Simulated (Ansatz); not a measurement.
Write the native input for Ansatz 0.2.0 that does the following.

```
Task                                : band structure
Functional                          : BPBE
Potentials or basis                 : Ansatz PAW
Cutoff                              : 420 eV (not typed: the program's choice for these potentials)
k mesh                              : 9 × 9 × 5
Occupations                         : fermi-dirac, width 0.05 eV
Spin                                : no spin polarisation
Path                                : [["X", "G", "Y"], ["L", "G", "Z"], ["N", "G", "M"], ["R", "G"]]
Points for each segment of the path : 10
```

The system is Ga2O3.

```
Ga O
1.0
     6.10700   -1.51855    0.00000
     6.10700    1.51855    0.00000
    -1.38599    0.00000    5.63001
Ga O
4 6
Direct
  0.34134 0.34134 0.68598
  0.65866 0.65866 0.31402
  0.90950 0.90950 0.20540
  0.09050 0.09050 0.79460
  0.50410 0.50410 0.74340
  0.49590 0.49590 0.25660
  0.82670 0.82670 0.43680
  0.17330 0.17330 0.56320
  0.83550 0.83550 0.89020
  0.16450 0.16450 0.10980
```

The input as run:

input.yaml

```yaml
crystal:
  lattice:
    - [6.107, -1.51855, 0.0]
    - [6.107, 1.51855, 0.0]
    - [-1.3859888959, 0.0, 5.630008738]
  atoms:
    - { symbol: Ga, position: [0.34134, 0.34134, 0.68598] }
    - { symbol: Ga, position: [0.65866, 0.65866, 0.31402] }
    - { symbol: Ga, position: [0.9095, 0.9095, 0.2054] }
    - { symbol: Ga, position: [0.0905, 0.0905, 0.7946] }
    - { symbol: O, position: [0.5041, 0.5041, 0.7434] }
    - { symbol: O, position: [0.4959, 0.4959, 0.2566] }
    - { symbol: O, position: [0.8267, 0.8267, 0.4368] }
    - { symbol: O, position: [0.1733, 0.1733, 0.5632] }
    - { symbol: O, position: [0.8355, 0.8355, 0.8902] }
    - { symbol: O, position: [0.1645, 0.1645, 0.1098] }
hamiltonian:
  xc: { exchange: b88, correlation: pbe }
  pseudopotentials: { kind: paw }
kpoints:
  mp_grid: { grid: [9, 9, 5] }
  band_path:
    path:
      - [[0.0, 0.5, 0.0], [0.0, 0.0, 0.0], [0.0, 0.0, -0.5]]
      - [[0.0, 0.5, -0.5], [0.0, 0.0, 0.0], [-0.5, -0.5, 0.5]]
      - [[-0.5, 0.0, 0.5], [0.0, 0.0, 0.0], [-0.5, -0.5, 0.0]]
      - [[-0.5, 0.0, 0.0], [0.0, 0.0, 0.0]]
    npoints: 10
scf:
  occupations: { method: fermi_dirac, width: 0.05 }
  n_extra_bands: 25
output:
  forces: true
  stress: true
  eigenvalues: true
  fatbands: false
```

Potentials or basis: Ansatz PAW.

Command:

```sh
$ ansatz run input.yaml --threads 2 --pin off --max-ram 5120MiB --backend cpu --events-out ev --progress --plain --runs-dir out
```

It gave:

| Quantity | Value |
| --- | --- |
| Pressure | 9.0 GPa |
| Largest force | 0.202 eV/Å |
| Band gap on the k mesh | 2.44 eV, indirect (least direct gap 2.46 eV) |
| Band gap along the path | 2.45 eV, indirect (least direct gap 2.46 eV) |

Caveat: the pressure holds a Pulay correction of +0.8 GPa for the finite cutoff; the PAW data sets come from PBE, with cores solved anew for the run's functional, which leaves a small shift of forces and pressure.

Run time: 34 s on 2 threads of Arm Neoverse V1, on a shared host, peak memory 0.81 GiB.
